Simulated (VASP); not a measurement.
# WSe2 (P6_3/mmc) in VASP: a series of runs, part 2 of 2

VASP 6.6.1. Earlier steps stand in the parts before.

## (4) Relaxation of shape and atoms at fixed volume, LDA (a relaxed cell with its volume scaled by 0.94)

The input, INCAR:

```
SYSTEM = WSe2
PREC     = Accurate       ! precision mode
ENCUT    = 600            ! plane-wave cutoff, eV
EDIFF    = 1E-7           ! SCF threshold, eV
ISMEAR   = 0              ! smearing method
SIGMA    = 0.03           ! smearing width, eV
LREAL    = .False.        ! projectors in reciprocal space
LASPH    = .True.         ! aspherical terms in the spheres
NELM     = 80             ! most SCF steps
ALGO     = Normal         ! electronic algorithm
ISIF     = 4              ! what is computed and relaxed
LWAVE    = .False.        ! write WAVECAR
LCHARG   = .False.        ! write CHGCAR
IBRION   = 2              ! ionic algorithm
NSW      = 40             ! ionic steps
EDIFFG   = -0.01          ! ionic threshold
KPAR     = 2
```

The input, KPOINTS:

```
Automatic mesh
0
Gamma
  9 9 2
  0 0 0
```

The input, POSCAR:

```
WSe2                                    
1.0
    3.1886554755     -0.0000000000      0.0000000000
   -1.5943277377      2.7614566457     -0.0000000000
    0.0000000000      0.0000000000     12.5605589563
  W               Se            
     2     4
Direct
     0.3333333332999970    0.6666666667000030    0.2500000000000000
     0.6666666667000030    0.3333333332999970    0.7500000000000000
     0.3333333332999970    0.6666666667000030    0.6197343881858570
     0.6666666667000030    0.3333333332999970    0.1197343881858571
     0.3333333332999970    0.6666666667000030    0.8802656118141430
     0.6666666667000030    0.3333333332999970    0.3802656118141429
```

Potentials or basis: VASP PAW LDA potentials, release 64 (W_sv, Se).

Command:

```console
$ cat potpaw_LDA.64/W_sv/POTCAR potpaw_LDA.64/Se/POTCAR > POTCAR
$ mpirun -np 2 vasp_std > vasp.out
```

OUTCAR:

```text
SYSTEM = WSe2
   PREC = Accurate
   ENCUT = 600
   EDIFF = 1E-7
   ISMEAR = 0
   LREAL = .False.
   LASPH = .True.
   NELM = 80
   ISIF = 4
   IBRION = 2
   NSW = 40
   EDIFFG = -0.01

 ion  position               nearest neighbor table
   1  0.333  0.667  0.250-   4 2.46   6 2.46   4 2.46   6 2.46   4 2.46   6 2.46
   2  0.667  0.333  0.750-   3 2.46   5 2.46   3 2.46   5 2.46   3 2.46   5 2.46
   3  0.333  0.667  0.620-   2 2.46   2 2.46   2 2.46
   4  0.667  0.333  0.120-   1 2.46   1 2.46   1 2.46
   5  0.333  0.667  0.880-   2 2.46   2 2.46   2 2.46
   6  0.667  0.333  0.380-   1 2.46   1 2.46   1 2.46

  LATTYP: Found a hexagonal cell.
 ALAT       =     3.1886554755
 C/A-ratio  =     3.9391395693

  Lattice vectors:

 A1 = (   3.1886554755,   0.0000000000,   0.0000000000)
 A2 = (  -1.5943277377,   2.7614566457,   0.0000000000)
[... 195 lines left out ...]
  -------------------------------------------------------------------------------------
  Total        7.0426201      7.0426201      8.3629811      0.0000000      0.0000000      0.0000000
  in kB      102.0211122    102.0211122    121.1481822      0.0000000      0.0000000      0.0000000
  external PRESSURE =     108.3968022 kB  Pullay stress =       0.0000000 kB
[... 267 lines left out ...]
--------------------------------------- Ionic step        8  -------------------------------------------

 number of electron      52.0000006 magnetization

 Free energy of the ion-electron system (eV)
  ---------------------------------------------------
  ext. energy  EPLUGINS =         0.00000000
  ---------------------------------------------------
  free energy    TOTEN  =       -48.41645833 eV

  energy without entropy =      -48.41645833  energy(sigma->0) =      -48.41645833

 E-fermi :   7.7597     XC(G=0): -11.5461

 val. band max:        7.5114161345   @ k =   0.0000   0.0000   0.0000
 cond. band min:       8.2804434163   @ k =   0.2222   0.1111   0.0000
 fundamental gap:      0.7690272818
 Fermi energy:         7.7597043550

 k-point     1 :       0.0000    0.0000    0.0000
  band No.  band energies     occupation
      1     -66.4097      2.00000
      2     -66.4097      2.00000
      3     -30.9808      2.00000
      4     -30.9807      2.00000
      5     -30.7765      2.00000
      6     -30.7765      2.00000
[... 838 lines left out ...]
  FREE ENERGIE OF THE ION-ELECTRON SYSTEM (eV)
  ---------------------------------------------------
  free  energy   TOTEN  =       -48.4164583310 eV

  energy  without entropy=      -48.4164583310  energy(sigma->0) =      -48.41645833

 reached required accuracy - stopping structural energy minimisation
```

CONTCAR:

```text
WSe2
   1.00000000000000
     3.2193482128768482    0.0000000000090275   -0.0000000000000000
    -1.6096741063801245    2.7880373359757313   -0.0000000000000000
     0.0000000000000000   -0.0000000000000000   12.3222000217463137
  W               Se
     2     4
Direct
     0.3333333332999970    0.6666666667000030    0.2500000000000000
     0.6666666667000030    0.3333333332999970    0.7500000000000000
     0.3333333332999970    0.6666666667000030    0.6139913604874934
     0.6666666667000030    0.3333333332999970    0.1139913604874934
     0.3333333332999970    0.6666666667000030    0.8860086395125066
     0.6666666667000030    0.3333333332999970    0.3860086395125065

  0.00000000E+00  0.00000000E+00  0.00000000E+00
  0.00000000E+00  0.00000000E+00  0.00000000E+00
  0.00000000E+00  0.00000000E+00  0.00000000E+00
  0.00000000E+00  0.00000000E+00  0.00000000E+00
  0.00000000E+00  0.00000000E+00  0.00000000E+00
  0.00000000E+00  0.00000000E+00  0.00000000E+00
```

Run time: 2.9 min. Hardware: 2 MPI ranks of Intel Xeon Platinum 8488C (Sapphire Rapids), shared host; peak memory 0.26 GiB.

What came out:

| Quantity | Value |
| --- | --- |
| Free energy | -48.4165 eV |
| Energy gained by relaxing | 25.0 meV/atom |
| Ionic steps | 8 |
| Pressure after relaxing | 3.9 GPa |
| Band gap on the k mesh | 0.77 eV, indirect (least direct gap 1.62 eV) |

Step by step:
| step | energy change (eV) | largest force (eV/Å) | pressure (GPa) |
| --- | --- | --- | --- |
| 1 | 0.0000 | 1.1547 | 10.84 |
| 2 | -0.1022 | 0.1247 | 4.62 |
| 3 | -0.1073 | 0.0942 | 5.69 |
| 4 | -0.1426 | 0.0546 | 4.66 |
| 5 | -0.1502 | 0.0203 | 3.99 |
| 6 | -0.1502 | 0.0184 | 3.96 |
| 7 | -0.1502 | 0.0148 | 3.81 |
| 8 | -0.1502 | 0.0009 | 3.86 |

Final structure:
```yaml
crystal:
  lattice:
    - [3.21935, 0.00000, 0.00000]
    - [-1.60967, 2.78804, 0.00000]
    - [0.00000, 0.00000, 12.32220]
  atoms:
    - { symbol: W, position: [0.33333, 0.66667, 0.25000] }
    - { symbol: W, position: [0.66667, 0.33333, 0.75000] }
    - { symbol: Se, position: [0.33333, 0.66667, 0.61399] }
    - { symbol: Se, position: [0.66667, 0.33333, 0.11399] }
    - { symbol: Se, position: [0.33333, 0.66667, 0.88601] }
    - { symbol: Se, position: [0.66667, 0.33333, 0.38601] }
```

Caveat: spin-orbit coupling is left out, which moves the levels of the heavy elements; an odd mesh through Γ misses points on the zone boundary, where band edges often lie.

## (5) Relaxation of shape and atoms at fixed volume, LDA (a relaxed cell with its volume scaled by 0.96)

INCAR is that of step 4.

KPOINTS is that of step 4.

POSCAR: that of step 4 with these lines changed.

```diff
@@ -2,5 +2,5 @@
 1.0
-    3.1886554755     -0.0000000000      0.0000000000
-   -1.5943277377      2.7614566457     -0.0000000000
-    0.0000000000      0.0000000000     12.5605589563
+    3.2111115356     -0.0000000000      0.0000000000
+   -1.6055557678      2.7809041642     -0.0000000000
+    0.0000000000      0.0000000000     12.6490165112
   W               Se
```

Command:

```console
$ cat potpaw_LDA.64/W_sv/POTCAR potpaw_LDA.64/Se/POTCAR > POTCAR
$ mpirun -np 2 vasp_std > vasp.out
```

Run time: 2.7 min. Hardware: 2 MPI ranks of Intel Xeon Platinum 8488C (Sapphire Rapids), shared host; peak memory 0.27 GiB.

It converged, with:

```yaml
Free_energy: -48.4616 eV
Energy_gained_by_relaxing: 11.0 meV/atom
Ionic_steps: 7
Pressure_after_relaxing: 2.2 GPa
Largest_force_after_relaxing: 0.007 eV/Å
Band_gap_on_the_k_mesh: 0.84 eV, indirect (least direct gap 1.66 eV)
```

Forces in eV/Å, atoms in the order of the input:
```
W    0.000  0.000  0.000
W    0.000  0.000  0.000
Se   0.000  0.000  0.007
Se   0.000  0.000  0.007
Se   0.000  0.000 -0.007
Se   0.000  0.000 -0.007
```

The path:
```tsv
step	energy change (eV)	largest force (eV/Å)	pressure (GPa)
1	0.0000	0.7389	6.82
2	-0.0442	0.0543	3.03
3	-0.0457	0.0640	3.60
4	-0.0615	0.0367	2.90
5	-0.0658	0.0113	2.35
6	-0.0658	0.0101	2.32
7	-0.0658	0.0073	2.25
```

Final structure:
```
W Se
1.0
     3.23311    0.00000    0.00000
    -1.61656    2.79996    0.00000
     0.00000    0.00000   12.47745
W Se
2 4
Cartesian
  0.0000 1.8666 3.1194
  1.6166 0.9333 9.3581
  0.0000 1.8666 7.6837
  1.6166 0.9333 1.4450
  0.0000 1.8666 11.0324
  1.6166 0.9333 4.7937
```

Levels at points of the mesh, in eV from the valence-band top:
```csv
k point,band 23,band 24,band 25,band 26,band 27,band 28,band 29,band 30
"(0.00, 0.00, 0.00)",-1.52,-1.45,-0.81,0.00,2.66,2.66,2.70,2.71
"(0.00, 0.00, 0.50)",-1.57,-1.57,-0.19,-0.19,2.65,2.65,2.65,2.65
```

Caveat: spin-orbit coupling is left out, which moves the levels of the heavy elements; an odd mesh through Γ misses points on the zone boundary, where band edges often lie.

## (6) Summary

| task | cell | gap on the mesh (eV) | pressure (GPa) |
| --- | --- | --- | --- |
| relaxation of cell and atoms | relaxed | 0.97 | 0.0 |
| relaxation of shape and atoms at fixed volume | atoms relaxed at fixed volume from: a relaxed cell with its volume scaled by 0.94 | 0.77 | 3.9 |
| relaxation of shape and atoms at fixed volume | atoms relaxed at fixed volume from: a relaxed cell with its volume scaled by 0.96 | 0.84 | 2.2 |

Alike in all rows: level LDA; potentials or basis VASP PAW LDA potentials, release 64 (W_sv, Se); no spin polarisation; k mesh 9 × 9 × 2; cutoff (eV) 600; smearing gaussian 0.03 eV.

Caveats: spin-orbit coupling is left out, which moves the levels of the heavy elements; an odd mesh through Γ misses points on the zone boundary, where band edges often lie.

Absolute energies hang on the potentials; compare differences alone.
